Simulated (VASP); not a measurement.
# Al in VASP: further runs

The runs below take Al through single point, with r2SCAN.

Program: VASP 6.6.1. These are calculated values, not measurements. Logs are shortened: lines on timing, memory, paths and dates and some standing lists are left out, and cuts for length are marked.

### Step 1. The cell of the first run

The cell holds a slab with vacuum, 6 atoms: a = 2.823 Å, b = 2.823 Å, c = 26.524 Å, α = 90.00°, β = 90.00°, γ = 120.00°.

The slab is cut from a database's or a generator's crystal, which needn't be the stable form of the element.

### Step 2. Single point, r2SCAN ((1 1 1) slab cut from the bulk)

File POSCAR:

```
Al
1.0
    2.8227746037      0.0000000000      0.0000000000
   -1.4113873019      2.4445945160      0.0000000000
    0.0000000000      0.0000000000     26.5239290634
Al
6
Direct
    0.6666666667      0.3333333333      0.2827635371
    0.3333333333      0.6666666667      0.3696581223
    0.0000000000      0.0000000000      0.4565527074
    0.6666666667      0.3333333333      0.5434472926
    0.3333333333      0.6666666667      0.6303418777
    0.0000000000      0.0000000000      0.7172364629
```

File INCAR.step1:

```
SYSTEM = Al
ALGO = Normal ; DIPOL = 0.5 0.5 0.500
EDIFF = 1E-4 ; ENCUT = 520
GGA = PE ; IDIPOL = 3
ISMEAR = 0 ; LASPH = .True.
LCHARG = .False. ; LDIPOL = .True.
LREAL = .False. ; LWAVE = .True.
NBANDS = 18 ; NELM = 100
PREC = Accurate ; SIGMA = 0.1
```

File INCAR.step2:

```
SYSTEM = Al
ALGO = Normal ; DIPOL = 0.5 0.5 0.500
EDIFF = 1E-6 ; ENCUT = 520
IDIPOL = 3 ; ISIF = 2
ISMEAR = 0 ; ISTART = 1
LASPH = .True. ; LCHARG = .False.
LDIPOL = .True. ; LMIXTAU = .True.
LREAL = .False. ; LWAVE = .False.
METAGGA = R2SCAN ; NBANDS = 18
NELM = 100 ; PREC = Accurate
SIGMA = 0.1
```

File KPOINTS:

```
k-points
0
Gamma
  12 12 1
  0 0 0
```

Potentials or basis: VASP PAW PBE potentials, release 64 (Al).

Launch:

```bash
$ cat potpaw_PBE.64/Al/POTCAR > POTCAR
$ cp INCAR.step1 INCAR
$ mpirun -np 1 vasp_std > vasp.out
$ cp INCAR.step2 INCAR
$ mpirun -np 1 vasp_std > vasp.out
```

OUTCAR:

```text
SYSTEM = Al
   EDIFF = 1E-6
   ENCUT = 520
   ISIF = 2
   ISMEAR = 0
   ISTART = 1
   LASPH = .True.
   LREAL = .False.
   METAGGA = R2SCAN
   NELM = 100
   PREC = Accurate

 ion  position               nearest neighbor table
   1  0.667  0.333  0.283-   2 2.82   2 2.82   2 2.82
   2  0.333  0.667  0.370-   3 2.82   3 2.82   3 2.82   1 2.82   1 2.82   1 2.82
   3  0.000  0.000  0.457-   2 2.82   2 2.82   2 2.82   4 2.82   4 2.82   4 2.82
   4  0.667  0.333  0.543-   5 2.82   5 2.82   5 2.82   3 2.82   3 2.82   3 2.82
   5  0.333  0.667  0.630-   4 2.82   4 2.82   4 2.82   6 2.82   6 2.82   6 2.82
   6  0.000  0.000  0.717-   5 2.82   5 2.82   5 2.82

  LATTYP: Found a hexagonal cell.
 ALAT       =     2.8227746037
 C/A-ratio  =     9.3964034637

  Lattice vectors:

 A1 = (   2.8227746037,   0.0000000000,   0.0000000000)
 A2 = (  -1.4113873019,   2.4445945160,   0.0000000000)
 A3 = (   0.0000000000,   0.0000000000,  26.5239290634)

Analysis of symmetry for initial positions (statically):
=====================================================================
 Subroutine PRICEL returns:
 Original cell was already a primitive cell.

 Routine SETGRP: Setting up the symmetry group for a
 hexagonal supercell.

 Subroutine GETGRP returns: Found 12 space group operations
 (whereof  6 operations were pure point group operations)
 out of a pool of 24 trial point group operations.

The static configuration has the point symmetry C_3v.
 The point group associated with its full space group is D_3d.

Analysis of symmetry for dynamics (positions and initial velocities):
=====================================================================
 Subroutine PRICEL returns:
 Original cell was already a primitive cell.

 Routine SETGRP: Setting up the symmetry group for a
 hexagonal supercell.

 Subroutine GETGRP returns: Found 12 space group operations
 (whereof  6 operations were pure point group operations)
 out of a pool of 24 trial point group operations.

The dynamic configuration has the point symmetry C_3v.
 The point group associated with its full space group is D_3d.

 Subroutine INISYM returns: Found 12 space group operations
 (whereof  6 operations are pure point group operations),
 and found     1 'primitive' translations

----------------------------------------------------------------------------------------

                                     Primitive cell

  volume of cell :     183.0294

  direct lattice vectors                    reciprocal lattice vectors
     2.822774604  0.000000000  0.000000000     0.354261371  0.204532898  0.000000000
    -1.411387302  2.444594516  0.000000000     0.000000000  0.409065795  0.000000000
     0.000000000  0.000000000 26.523929063     0.000000000  0.000000000  0.037701805

  length of vectors
     2.822774604  2.822774604 26.523929063     0.409065795  0.409065795  0.037701805

  position of ions in fractional coordinates (direct lattice)
     0.666666667  0.333333333  0.282763537
     0.333333333  0.666666667  0.369658122
     0.000000000  0.000000000  0.456552707
     0.666666667  0.333333333  0.543447293
     0.333333333  0.666666667  0.630341878
     0.000000000  0.000000000  0.717236463

  ion indices of the primitive-cell ions
   primitive index   ion index
                 1           1
                 2           2
                 3           3
                 4           4
                 5           5
                 6           6

----------------------------------------------------------------------------------------

 KPOINTS: k-points

Automatic generation of k-mesh.
 Grid dimensions read from file:
 generate k-points for:   12   12    1

 Generating k-lattice:

  Cartesian coordinates                     Fractional coordinates (reciprocal lattice)
     0.029521781  0.017044408  0.000000000     0.083333333  0.000000000  0.000000000
     0.000000000  0.034088816  0.000000000     0.000000000  0.083333333  0.000000000
     0.000000000  0.000000000  0.037701805     0.000000000  0.000000000  1.000000000

  Length of vectors
     0.034088816  0.034088816  0.037701805

  Shift w.r.t. Gamma in fractional coordinates (k-lattice)
     0.000000000  0.000000000  0.000000000

 Subroutine IBZKPT returns following result:
 ===========================================

 Found     19 irreducible k-points:

 Following reciprocal coordinates:
            Coordinates               Weight
  0.000000  0.000000  0.000000      1.000000
  0.083333  0.000000  0.000000      6.000000
  0.166667  0.000000  0.000000      6.000000
  0.250000  0.000000  0.000000      6.000000
  0.333333  0.000000  0.000000      6.000000
  0.416667  0.000000  0.000000      6.000000
[... 11 lines left out ...]
  0.333333  0.250000  0.000000     12.000000
  0.333333  0.333333  0.000000      2.000000
   k-points           NKPTS =     19   k-points in BZ     NKDIM =     19   number of bands    NBANDS=     18
   number of dos      NEDOS =    301   number of ions     NIONS =      6
   total plane-waves  NPLWV = 115200
   dimension x,y,z NGX =    24 NGY =   24 NGZ =  200
   dimension x,y,z NGXF=    48 NGYF=   48 NGZF=  400
   ions per type =               6
   NGX,Y,Z   is equivalent  to a cutoff of  14.13, 14.13, 12.54 a.u.
   NGXF,Y,Z  is equivalent  to a cutoff of  28.27, 28.27, 25.07 a.u.
 SYSTEM =  Al
   PREC   = accura    normal or accurate (medium, high low for compatibility)
   ISTART =      1    job   : 0-new  1-cont  2-samecut
   ICHARG =      0    charge: 1-file 2-atom 10-const
   ISPIN  =      1    spin polarized calculation?
   LNONCOLLINEAR =      F non collinear calculations
   LSORBIT =      F    spin-orbit coupling
   LASPH  =      T    aspherical Exc in radial PAW
   ENCUT  =  520.0 eV  38.22 Ry    6.18 a.u.   5.25  5.25 49.32*2*pi/ulx,y,z
   NELM   =    100;   NELMIN=  2; NELMDL=  0     # of ELM steps
   EDIFF  = 0.1E-05   stopping-criterion for ELM
   LREAL  =      F    real-space projection
   EDIFFG = 0.1E-04   stopping-criterion for IOM
   NSW    =      0    number of steps for IOM
   IBRION =     -1    ionic relax: 0-MD 1-quasi-New 2-CG
   NFREE  =      0    steps in history (QN), initial steepest desc. (CG)
   ISIF   =      2    stress and relaxation
   ISYM   =      2    0-nonsym 1-usesym 2-fastsym
   POTIM  = 0.5000    time-step for ionic-motion
   TEBEG  =    0.0;   TEEND  =   0.0 temperature during run
   PSTRESS=    0.0 pullay stress
   NELECT =      18.0000    total number of electrons
   NUPDOWN=      -1.0000    fix difference up-down
   EMIN   =  10.00;   EMAX   =-10.00  energy-range for DOS
   EFERMI =   0.00;   METHOD = LEGACY
   ISMEAR =     0;   SIGMA  =   0.10  broadening in eV -4-tet -1-fermi 0-gaus
   EFERMI_NEDOS =   21; number of points for ismear=-14 and -15
   IALGO  =     38    algorithm
   IMIX   =      4    mixing-type and parameters
     AMIX     =   0.40;   BMIX     =  1.00
     AMIX_MAG =   1.60;   BMIX_MAG =  1.00
  volume/ion in A,a.u.               =      30.50       205.86
  Fermi-wavevector in a.u.,A,eV,Ry     =   0.755658  1.427987  7.769188  0.571019
  Thomas-Fermi vector in A             =   1.853602
   LORBIT       =      0    0 simple, 1 ext, 2 COOP (PROOUT), +10 PAW based schemes
   METAGGA = R2SCAN    functional components
   LHFCALC =     F    Hartree Fock is set to
   AEXX    =    0.0000 exact exchange contribution
   IVDW    =     0    specifies the selected vdW correction
   LEPSILON=     F    determine dielectric tensor
   LRPA    =     F    only Hartree local field effects (RPA)
 non-spin polarized calculation
 Gauss-broadening in eV      SIGMA  =   0.10
  energy-cutoff  :      520.00
  volume of cell :      183.03
 maximum number of plane-waves:      4968
 NGX is ok and might be reduce to    24
   NGX = 11   NGY = 11   NGZ = 99

 number of electron      18.0000000 magnetization

 dipolmoment           0.000000      0.000000      0.000000 electrons x Angstroem

 Free energy of the ion-electron system (eV)
  ---------------------------------------------------
  ext. energy  EPLUGINS =         0.00000000
  ---------------------------------------------------
  free energy    TOTEN  =       -39.63289977 eV

  energy without entropy =      -39.61204335  energy(sigma->0) =      -39.62247156

 E-fermi :   2.4068     XC(G=0):  -6.3856

 val. band max:        2.3642786323   @ k =   0.4167   0.0833   0.0000
 cond. band min:       2.4081635471   @ k =   0.3333   0.0000   0.0000
 fundamental gap:      0.0438849148
 Fermi energy:         2.4068354781

 k-point     1 :       0.0000    0.0000    0.0000
  band No.  band energies     occupation
      1      -9.3956      2.00000
      2      -8.8724      2.00000
      3      -7.9888      2.00000
      4      -6.7736      2.00000
      5      -5.2439      2.00000
      6      -3.3643      2.00000
[... 10 lines left out ...]
     17      12.0725      0.00000
     18      14.4230      0.00000

 k-point     2 :       0.0833    0.0000    0.0000
  band No.  band energies     occupation
      1      -9.2132      2.00000
      2      -8.6905      2.00000
      3      -7.8078      2.00000
      4      -6.5939      2.00000
      5      -5.0655      2.00000
      6      -3.1866      2.00000
[... 10 lines left out ...]
     17      11.8196      0.00000
     18      12.1124      0.00000

 k-point     3 :       0.1667    0.0000    0.0000
  band No.  band energies     occupation
      1      -8.6672      2.00000
      2      -8.1462      2.00000
      3      -7.2663      2.00000
      4      -6.0562      2.00000
      5      -4.5324      2.00000
      6      -2.6565      2.00000
[... 307 lines left out ...]
 k-point    18 :       0.3333    0.2500    0.0000
  band No.  band energies     occupation
      1      -2.8094      2.00000
      2      -2.3155      2.00000
      3      -1.4976      2.00000
      4      -0.7841      2.00000
      5      -0.3943      2.00000
      6      -0.1834      2.00000
[... 10 lines left out ...]
     17       5.5446      0.00000
     18       5.6384      0.00000

 k-point    19 :       0.3333    0.3333    0.0000
  band No.  band energies     occupation
      1      -0.9449      2.00000
      2      -0.9449      2.00000
      3      -0.9392      2.00000
      4      -0.5426      2.00000
      5      -0.5426      2.00000
      6      -0.2444      2.00000
[... 10 lines left out ...]
     17       5.2848      0.00000
     18       5.4621      0.00000

------------------------ aborting loop because EDIFF is reached ----------------------------------------

 vacuum level on the upper side and lower side of the slab       (xc-potential included)        -0.022        -0.022

  FORCE on cell =-STRESS in cart. coord.  units (eV):
  Direction    XX          YY          ZZ          XY          YZ          ZX
  --------------------------------------------------------------------------------------
  -------------------------------------------------------------------------------------
  Total       -0.9612062     -0.9612062     -0.1712304      0.0000000      0.0000000     -0.0000000
  in kB       -8.4140725     -8.4140725     -1.4988924      0.0000000      0.0000000     -0.0000000
  external PRESSURE =      -6.1090125 kB  Pullay stress =       0.0000000 kB

 VOLUME and BASIS-vectors are now :
 -----------------------------------------------------------------------------
  energy-cutoff  :      520.00
  volume of cell :      183.03
      direct lattice vectors                 reciprocal lattice vectors
     2.822774604  0.000000000  0.000000000     0.354261371  0.204532898  0.000000000
    -1.411387302  2.444594516  0.000000000     0.000000000  0.409065795  0.000000000
     0.000000000  0.000000000 26.523929063     0.000000000  0.000000000  0.037701805

 POSITION                                       TOTAL-FORCE (eV/Angst)
 -----------------------------------------------------------------------------------
      1.41139      0.81486      7.50000         0.000000      0.000000     -0.050927
     -0.00000      1.62973      9.80479         0.000000      0.000000      0.116606
      0.00000      0.00000     12.10957        -0.000000      0.000000     -0.020291
      1.41139      0.81486     14.41436         0.000000     -0.000000      0.020291
     -0.00000      1.62973     16.71914        -0.000000      0.000000     -0.116606
      0.00000      0.00000     19.02393        -0.000000     -0.000000      0.050927
 -----------------------------------------------------------------------------------
    total drift:                                0.000000     -0.000000      0.000000

  FREE ENERGIE OF THE ION-ELECTRON SYSTEM (eV)
  ---------------------------------------------------
  free  energy   TOTEN  =       -39.6328997744 eV

  energy  without entropy=      -39.6120433452  energy(sigma->0) =      -39.62247156

 vacuum level on the upper side and lower side of the slab         6.456         6.456
```

It took 5.8 min on 1 thread of Intel Xeon Platinum 8488C (Sapphire Rapids), shared host; peak memory 0.37 GiB.

Results:

* Free energy: -39.6329 eV
* Largest force: 0.117 eV/Å
* Band gap on the k mesh: none (metal or under the smearing width)

Forces on the atoms (eV/Å):
```
Al   0.000  0.000 -0.051
Al   0.000  0.000  0.117
Al   0.000  0.000 -0.020
Al   0.000  0.000  0.020
Al   0.000  0.000 -0.117
Al   0.000  0.000  0.051
```

Caveat: the PAW data sets were made with another functional, which shifts forces and pressure a little.

### Step 3. Single point, r2SCAN (clean slab, lower half held)

File POSCAR:

```
Al
1.0
    2.8227746037      0.0000000000      0.0000000000
   -1.4113873019      2.4445945160      0.0000000000
    0.0000000000      0.0000000000     23.9143574381
Al
4
Direct
    0.6666666667      0.3333333333      0.3554350152
    0.3333333333      0.6666666667      0.4518116717
    0.0000000000      0.0000000000      0.5474078414
    0.6666666667      0.3333333333      0.6441491434
```

File INCAR.step1:

```
SYSTEM = Al
PREC = Accurate
ENCUT = 520
ISMEAR = 0
SIGMA = 0.1
LREAL = .False.
LASPH = .True.
NELM = 100
LDIPOL = .True.
IDIPOL = 3
DIPOL = 0.5 0.5 0.500
NBANDS = 14
GGA = PE
ALGO = Normal
EDIFF = 1E-4
LWAVE = .True.
LCHARG = .False.
```

File INCAR.step2:

```
SYSTEM = Al
PREC = Accurate
ENCUT = 520
EDIFF = 1E-6
ISMEAR = 0
SIGMA = 0.1
LREAL = .False.
LASPH = .True.
NELM = 100
ALGO = Normal
ISIF = 2
LWAVE = .False.
LCHARG = .False.
LDIPOL = .True.
IDIPOL = 3
DIPOL = 0.5 0.5 0.500
METAGGA = R2SCAN
LMIXTAU = .True.
NBANDS = 14
ISTART = 1
```

File KPOINTS:

```
Automatic mesh
0
Gamma
  12 12 1
  0 0 0
```

Potentials or basis: VASP PAW PBE potentials, release 64 (Al).

Launch:

```bash
$ cat potpaw_PBE.64/Al/POTCAR > POTCAR
$ cp INCAR.step1 INCAR
$ mpirun -np 1 vasp_std > vasp.out
$ cp INCAR.step2 INCAR
$ mpirun -np 1 vasp_std > vasp.out
```

It took 100 s on 1 thread of Intel Xeon 6975P-C (Granite Rapids), shared host; peak memory 0.34 GiB.

Results (log left out):

```yaml
Free_energy: -26.1252 eV
Largest_force: 0.030 eV/Å
Band_gap_on_the_k_mesh: none (metal or under the smearing width)
```

Forces in eV/Å, atoms in the order of the input:
```
Al   0.000  0.000 -0.015
Al   0.000  0.000  0.030
Al   0.000  0.000  0.000
Al   0.000  0.000 -0.014
```

Levels at points of the mesh, in eV from the Fermi level:
| k point | band 4 | band 5 | band 6 | band 7 | band 8 | band 9 |
| --- | --- | --- | --- | --- | --- | --- |
| (0.00, 0.00, 0.00) | -6.29 | -3.79 | -0.55 | 2.29 | 3.91 | 4.17 |
| (0.50, 0.00, 0.00) | -4.11 | -2.76 | -1.97 | 0.09 | 0.21 | 2.27 |

Caveat: the PAW data sets were made with another functional, which shifts forces and pressure a little.

### Step 4. Single point, r2SCAN ((1 0 0) slab, atoms relaxed)

File POSCAR:

```
Al
1.0
    2.8227746037      0.0000000000      0.0000000000
    0.0000000000      2.8227746037      0.0000000000
    0.0000000000      0.0000000000     26.9760183844
Al
7
Direct
    0.5000000000      0.5000000000      0.2767324114
    0.0000000000      0.0000000000      0.3521258707
    0.5000000000      0.5000000000      0.4258702239
    0.0000000000      0.0000000000      0.4999999923
    0.5000000000      0.5000000000      0.5741298076
    0.0000000000      0.0000000000      0.6478741435
    0.5000000000      0.5000000000      0.7232675506
```

Edit INCAR.step1 of step 3 so:

```diff
@@ -11,3 +11,3 @@
 DIPOL = 0.5 0.5 0.500
-NBANDS = 14
+NBANDS = 20
 GGA = PE
```

Edit INCAR.step2 of step 3 so:

```diff
@@ -3,3 +3,3 @@
 ENCUT = 520
-EDIFF = 1E-6
+EDIFF = 1E-7
 ISMEAR = 0
@@ -18,3 +18,3 @@
 LMIXTAU = .True.
-NBANDS = 14
+NBANDS = 20
 ISTART = 1
```

KPOINTS is that of step 3.

Launch:

```bash
$ cat potpaw_PBE.64/Al/POTCAR > POTCAR
$ cp INCAR.step1 INCAR
$ mpirun -np 1 vasp_std > vasp.out
$ cp INCAR.step2 INCAR
$ mpirun -np 1 vasp_std > vasp.out
```

Wall time 7.8 min (1 thread of Intel Xeon Platinum 8488C (Sapphire Rapids), shared host); peak memory 0.41 GiB.

Results (log left out):

```yaml
Free_energy: -46.1301 eV
Largest_force: 0.011 eV/Å
Band_gap_on_the_k_mesh: none (metal or under the smearing width)
```

Forces on the atoms (eV/Å):
```
Al   0.000  0.000  0.011
Al   0.000  0.000  0.002
Al   0.000  0.000  0.003
Al   0.000  0.000  0.000
Al   0.000  0.000 -0.003
Al   0.000  0.000 -0.002
Al   0.000  0.000 -0.011
```

Levels at points of the mesh, in eV from the Fermi level:
```csv
k point,band 6,band 7,band 8,band 9,band 10,band 11,band 12,band 13,band 14,band 15
"(0.00, 0.00, 0.00)",-5.99,-3.89,-2.57,0.28,2.35,3.83,4.76,4.86,5.66,6.22
"(0.50, 0.00, 0.00)",-5.51,-4.62,-4.27,-3.06,-2.94,-1.42,-1.12,0.53,1.21,1.71
"(0.50, 0.50, 0.00)",-1.71,-1.50,-1.47,-1.03,-0.88,-0.59,-0.59,-0.42,0.32,0.75
```

Caveat: the PAW data sets were made with another functional, which shifts forces and pressure a little.

### Step 5. Summary

| cell | gap on the mesh (eV) | largest force (eV/Å) |
| --- | --- | --- |
| (1 1 1) slab cut from the bulk | none | 0.12 |
| clean slab, lower half held | none | 0.03 |
| (1 0 0) slab, atoms relaxed | none | 0.01 |

Alike in all rows: task single point; level r2SCAN; potentials or basis VASP PAW PBE potentials, release 64 (Al); no spin polarisation; k mesh 12 × 12 × 1; cutoff (eV) 520; smearing gaussian 0.1 eV.

Caveats: the PAW data sets were made with another functional, which shifts forces and pressure a little.

Absolute energies hang on the potentials; compare differences alone.
